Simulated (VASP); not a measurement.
# CdSe (Fm-3m) in VASP: single point with PBEsol

Aim: the single point of CdSe with PBEsol.

Everything below comes from runs of VASP 6.6.1. Logs are shortened: lines on timing, memory, paths and dates and some standing lists are left out, and cuts for length are marked.

## (1) The structure

The structure is cubic, space group Fm-3m (No. 225). The conventional cell has a = 5.748 Å, b = 5.748 Å, c = 5.748 Å, α = 90.00°, β = 90.00°, γ = 90.00°. Cd (site symmetry m-3m) has 6 Se at 2.87 Å as nearest neighbours. Se (site symmetry m-3m) is surrounded by 6 Cd at 2.87 Å.

Measurements of this composition are mostly on another form, of space group No. 186.

## (2) Single point, PBEsol

The input, INCAR:

```
  PREC = Accurate
  ENCUT = 520
  EDIFF = 1E-6
  ISMEAR = -1
  SIGMA = 0.05
  LREAL = False
  LASPH = True
  NELM = 100
  ALGO = Normal
  ISIF = 2
  LWAVE = False
  LCHARG = False
  GGA = PS
  NBANDS = 16
```

The input, KPOINTS:

```
Automatic mesh
0
Gamma
  11 11 11
```

The input, POSCAR:

```
CdSe
1.0
    0.0000000000      2.8739580000      2.8739580000
    2.8739580000      0.0000000000      2.8739580000
    2.8739580000      2.8739580000      0.0000000000
Cd Se
1 1
Direct
    0.0000000000      0.0000000000      0.0000000000
    0.5000000000      0.5000000000      0.5000000000
```

Potentials or basis: VASP PAW PBE potentials, release 64 (Cd, Se).

Run with:

```bash
$ cat potpaw_PBE.64/Cd/POTCAR potpaw_PBE.64/Se/POTCAR > POTCAR
$ mpirun -np 1 vasp_std > vasp.out
```

OUTCAR:

```text
PREC = Accurate
   ENCUT = 520
   EDIFF = 1E-6
   ISMEAR = -1
   LREAL = False
   LASPH = True
   NELM = 100
   ISIF = 2
   GGA = PS

 ion  position               nearest neighbor table
   1  0.000  0.000  0.000-   2 2.87   2 2.87   2 2.87   2 2.87   2 2.87   2 2.87
   2  0.500  0.500  0.500-   1 2.87   1 2.87   1 2.87   1 2.87   1 2.87   1 2.87

  LATTYP: Found a face centered cubic cell.
 ALAT       =     5.7479160000

  Lattice vectors:

 A1 = (   0.0000000000,   2.8739580000,   2.8739580000)
 A2 = (   2.8739580000,   0.0000000000,   2.8739580000)
 A3 = (   2.8739580000,   2.8739580000,   0.0000000000)

Analysis of symmetry for initial positions (statically):
=====================================================================
 Subroutine PRICEL returns:
 Original cell was already a primitive cell.

 Routine SETGRP: Setting up the symmetry group for a
 face centered cubic supercell.

 Subroutine GETGRP returns: Found 48 space group operations
 (whereof 48 operations were pure point group operations)
 out of a pool of 48 trial point group operations.

The static configuration has the point symmetry O_h .

Analysis of symmetry for dynamics (positions and initial velocities):
=====================================================================
 Subroutine PRICEL returns:
 Original cell was already a primitive cell.

 Routine SETGRP: Setting up the symmetry group for a
 face centered cubic supercell.

 Subroutine GETGRP returns: Found 48 space group operations
 (whereof 48 operations were pure point group operations)
 out of a pool of 48 trial point group operations.

The dynamic configuration has the point symmetry O_h .

 Subroutine INISYM returns: Found 48 space group operations
 (whereof 48 operations are pure point group operations),
 and found     1 'primitive' translations

----------------------------------------------------------------------------------------

                                     Primitive cell

  volume of cell :      47.4757

  direct lattice vectors                    reciprocal lattice vectors
     0.000000000  2.873958000  2.873958000    -0.173976098  0.173976098  0.173976098
     2.873958000  0.000000000  2.873958000     0.173976098 -0.173976098  0.173976098
     2.873958000  2.873958000  0.000000000     0.173976098  0.173976098 -0.173976098

  length of vectors
     4.064390381  4.064390381  4.064390381     0.301335442  0.301335442  0.301335442

  position of ions in fractional coordinates (direct lattice)
     0.000000000  0.000000000  0.000000000
     0.500000000  0.500000000  0.500000000

  ion indices of the primitive-cell ions
   primitive index   ion index
                 1           1
                 2           2

----------------------------------------------------------------------------------------

 KPOINTS: Automatic mesh

Automatic generation of k-mesh.
 Grid dimensions read from file:
 generate k-points for:   11   11   11

 Generating k-lattice:

  Cartesian coordinates                     Fractional coordinates (reciprocal lattice)
    -0.015816009  0.015816009  0.015816009     0.090909091  0.000000000  0.000000000
     0.015816009 -0.015816009  0.015816009     0.000000000  0.090909091  0.000000000
     0.015816009  0.015816009 -0.015816009     0.000000000  0.000000000  0.090909091

  Length of vectors
     0.027394131  0.027394131  0.027394131

  Shift w.r.t. Gamma in fractional coordinates (k-lattice)
     0.000000000  0.000000000  0.000000000

 Subroutine IBZKPT returns following result:
 ===========================================

 Found     56 irreducible k-points:

 Following reciprocal coordinates:
            Coordinates               Weight
  0.000000  0.000000  0.000000      1.000000
  0.090909  0.000000  0.000000      8.000000
  0.181818  0.000000  0.000000      8.000000
  0.272727  0.000000  0.000000      8.000000
  0.363636  0.000000  0.000000      8.000000
  0.454545  0.000000  0.000000      8.000000
[... 16 lines left out ...]
 -0.272727  0.181818  0.000000     24.000000
 -0.181818  0.181818  0.000000     12.000000
 [... further k-points ...]
   k-points           NKPTS =     56   k-points in BZ     NKDIM =     56   number of bands    NBANDS=     16
   number of dos      NEDOS =    301   number of ions     NIONS =      2
   total plane-waves  NPLWV =  27000
   dimension x,y,z NGX =    30 NGY =   30 NGZ =   30
   dimension x,y,z NGXF=    60 NGYF=   60 NGZF=   60
   ions per type =               1   1
   NGX,Y,Z   is equivalent  to a cutoff of  12.27, 12.27, 12.27 a.u.
   NGXF,Y,Z  is equivalent  to a cutoff of  24.54, 24.54, 24.54 a.u.
 SYSTEM =  unknown system
   PREC   = accura    normal or accurate (medium, high low for compatibility)
   ISTART =      0    job   : 0-new  1-cont  2-samecut
   ICHARG =      2    charge: 1-file 2-atom 10-const
   ISPIN  =      1    spin polarized calculation?
   LNONCOLLINEAR =      F non collinear calculations
   LSORBIT =      F    spin-orbit coupling
   LASPH  =      T    aspherical Exc in radial PAW
   ENCUT  =  520.0 eV  38.22 Ry    6.18 a.u.   7.56  7.56  7.56*2*pi/ulx,y,z
   NELM   =    100;   NELMIN=  2; NELMDL= -5     # of ELM steps
   EDIFF  = 0.1E-05   stopping-criterion for ELM
[... 8 lines left out ...]
   TEBEG  =    0.0;   TEEND  =   0.0 temperature during run
   PSTRESS=    0.0 pullay stress
   NELECT =      18.0000    total number of electrons
   NUPDOWN=      -1.0000    fix difference up-down
   EMIN   =  10.00;   EMAX   =-10.00  energy-range for DOS
   EFERMI =   0.00;   METHOD = LEGACY
   ISMEAR =    -1;   SIGMA  =   0.05  broadening in eV -4-tet -1-fermi 0-gaus
   EFERMI_NEDOS =   21; number of points for ismear=-14 and -15
   IALGO  =     38    algorithm
   IMIX   =      4    mixing-type and parameters
     AMIX     =   0.40;   BMIX     =  1.00
     AMIX_MAG =   1.60;   BMIX_MAG =  1.00
  volume/ion in A,a.u.               =      23.74       160.19
  Fermi-wavevector in a.u.,A,eV,Ry     =   1.184882  2.239103 19.101849  1.403946
  Thomas-Fermi vector in A             =   2.321088
   LORBIT       =      0    0 simple, 1 ext, 2 COOP (PROOUT), +10 PAW based schemes
   GGA     = PS    functional components
   LHFCALC =     F    Hartree Fock is set to
   AEXX    =    0.0000 exact exchange contribution
   IVDW    =     0    specifies the selected vdW correction
   LEPSILON=     F    determine dielectric tensor
   LRPA    =     F    only Hartree local field effects (RPA)
 non-spin polarized calculation
  energy-cutoff  :      520.00
  volume of cell :       47.48
 maximum number of plane-waves:      1303
   NGX = 15   NGY = 15   NGZ = 15

 number of electron      18.0000008 magnetization

 Free energy of the ion-electron system (eV)
  ---------------------------------------------------
  ext. energy  EPLUGINS =         0.00000000
  ---------------------------------------------------
  free energy    TOTEN  =        -5.96283881 eV

  energy without entropy =       -5.95867460  energy(sigma->0) =       -5.96075671

 E-fermi :   2.1675     XC(G=0): -10.1893

 val. band max:        2.1191658855   @ k =  -0.1818   0.1818   0.0000
 cond. band min:       2.4314324695   @ k =   0.4545   0.3636   0.0000
 fundamental gap:      0.3122665840
 Fermi energy:         2.1674607008

 k-point     1 :       0.0000    0.0000    0.0000
  band No.  band energies     occupation
      1     -10.7900      2.00000
      2      -5.7392      2.00000
      3      -5.7392      2.00000
      4      -5.7209      2.00000
      5      -5.7209      2.00000
      6      -5.7209      2.00000
[... 8 lines left out ...]
     15      11.7963      0.00000
     16      11.7963      0.00000

 k-point     2 :       0.0909    0.0000    0.0000
  band No.  band energies     occupation
      1     -10.7303      2.00000
      2      -5.7561      2.00000
      3      -5.7561      2.00000
      4      -5.7258      2.00000
      5      -5.7115      2.00000
      6      -5.7115      2.00000
[... 8 lines left out ...]
     15      11.4190      0.00000
     16      11.7008      0.00000

 k-point     3 :       0.1818    0.0000    0.0000
  band No.  band energies     occupation
      1     -10.5617      2.00000
      2      -5.8043      2.00000
      3      -5.8043      2.00000
      4      -5.7424      2.00000
      5      -5.6822      2.00000
      6      -5.6822      2.00000
[... 8 lines left out ...]
     15      11.7185      0.00000
     16      11.7185      0.00000

 k-point     4 :       0.2727    0.0000    0.0000
  band No.  band energies     occupation
      1     -10.3188      2.00000
      2      -5.8667      2.00000
      3      -5.8667      2.00000
      4      -5.7754      2.00000
      5      -5.6429      2.00000
      6      -5.6429      2.00000
[... 8 lines left out ...]
     15      12.4945      0.00000
     16      12.4945      0.00000

 k-point     5 :       0.3636    0.0000    0.0000
  band No.  band energies     occupation
      1     -10.0665      2.00000
      2      -5.9228      2.00000
      3      -5.9228      2.00000
      4      -5.8250      2.00000
      5      -5.6062      2.00000
      6      -5.6062      2.00000
[... 8 lines left out ...]
     15      13.5573      0.00000
     16      13.5573      0.00000

 k-point     6 :       0.4545    0.0000    0.0000
  band No.  band energies     occupation
      1      -9.8990      2.00000
      2      -5.9556      2.00000
      3      -5.9556      2.00000
      4      -5.8691      2.00000
      5      -5.5842      2.00000
      6      -5.5842      2.00000
[... 8 lines left out ...]
     15      14.6913      0.00000
     16      14.6913      0.00000
[... 267 lines left out ...]
 k-point    21 :      -0.4545    0.1818    0.0000
  band No.  band energies     occupation
      1      -9.8856      2.00000
      2      -5.8985      2.00000
      3      -5.8263      2.00000
      4      -5.7736      2.00000
      5      -5.5740      2.00000
      6      -5.5543      2.00000
[... 8 lines left out ...]
     15      14.6026      0.00000
     16      14.6500      0.00000

 k-point    22 :      -0.3636    0.1818    0.0000
  band No.  band energies     occupation
      1      -9.9195      2.00000
      2      -5.9239      2.00000
      3      -5.8555      2.00000
      4      -5.7544      2.00000
      5      -5.5956      2.00000
      6      -5.5467      2.00000
[... 8 lines left out ...]
     15      13.4523      0.00000
     16      14.3477      0.00000

 k-point    23 :      -0.2727    0.1818    0.0000
  band No.  band energies     occupation
      1     -10.0658      2.00000
      2      -5.9217      2.00000
      3      -5.8616      2.00000
      4      -5.7475      2.00000
      5      -5.6282      2.00000
      6      -5.5650      2.00000
[... 8 lines left out ...]
     15      13.5739      0.00000
     16      15.6565      0.00000

 k-point    24 :      -0.1818    0.1818    0.0000
  band No.  band energies     occupation
      1     -10.2641      2.00000
      2      -5.8948      2.00000
      3      -5.8405      2.00000
      4      -5.7462      2.00000
      5      -5.6593      2.00000
      6      -5.6027      2.00000
[... 8 lines left out ...]
     15      13.3794      0.00000
     16      14.2807      0.00000

 [... further k-points ...]

------------------------ aborting loop because EDIFF is reached ----------------------------------------

  FORCE on cell =-STRESS in cart. coord.  units (eV):
  Direction    XX          YY          ZZ          XY          YZ          ZX
  --------------------------------------------------------------------------------------
  -------------------------------------------------------------------------------------
  Total       -1.0431305     -1.0431305     -1.0431305      0.0000000      0.0000000      0.0000000
  in kB      -35.2028611    -35.2028611    -35.2028611      0.0000000      0.0000000      0.0000000
  external PRESSURE =     -35.2028611 kB  Pullay stress =       0.0000000 kB

 VOLUME and BASIS-vectors are now :
 -----------------------------------------------------------------------------
  energy-cutoff  :      520.00
  volume of cell :       47.48
      direct lattice vectors                 reciprocal lattice vectors
     0.000000000  2.873958000  2.873958000    -0.173976098  0.173976098  0.173976098
     2.873958000  0.000000000  2.873958000     0.173976098 -0.173976098  0.173976098
     2.873958000  2.873958000  0.000000000     0.173976098  0.173976098 -0.173976098

 POSITION                                       TOTAL-FORCE (eV/Angst)
 -----------------------------------------------------------------------------------
      0.00000      0.00000      0.00000         0.000000      0.000000     -0.000000
      2.87396      2.87396      2.87396         0.000000      0.000000      0.000000
 -----------------------------------------------------------------------------------
    total drift:                               -0.000000      0.000000      0.000000

  FREE ENERGIE OF THE ION-ELECTRON SYSTEM (eV)
  ---------------------------------------------------
  free  energy   TOTEN  =        -5.9628388148 eV

  energy  without entropy=       -5.9586745956  energy(sigma->0) =       -5.96075671
```

Run time: 24 s. Hardware: 1 thread of Intel Xeon Platinum 8488C (Sapphire Rapids), shared host; peak memory 0.19 GiB.

Results:

| Property | Result |
| --- | --- |
| Free energy | -5.9628 eV |
| Pressure | -3.5 GPa |
| Band gap on the k mesh | none (metal or under the smearing width) |

Levels at points of the mesh, in eV from the Fermi level:
| k point | band 6 | band 7 | band 8 | band 9 | band 10 | band 11 | band 12 | band 13 |
| --- | --- | --- | --- | --- | --- | --- | --- | --- |
| (0.00, 0.00, 0.00) | -7.89 | -0.65 | -0.65 | -0.65 | -0.07 | 8.54 | 8.54 | 8.54 |

Caveat: the PAW data sets were made with another functional, which shifts forces and pressure a little.
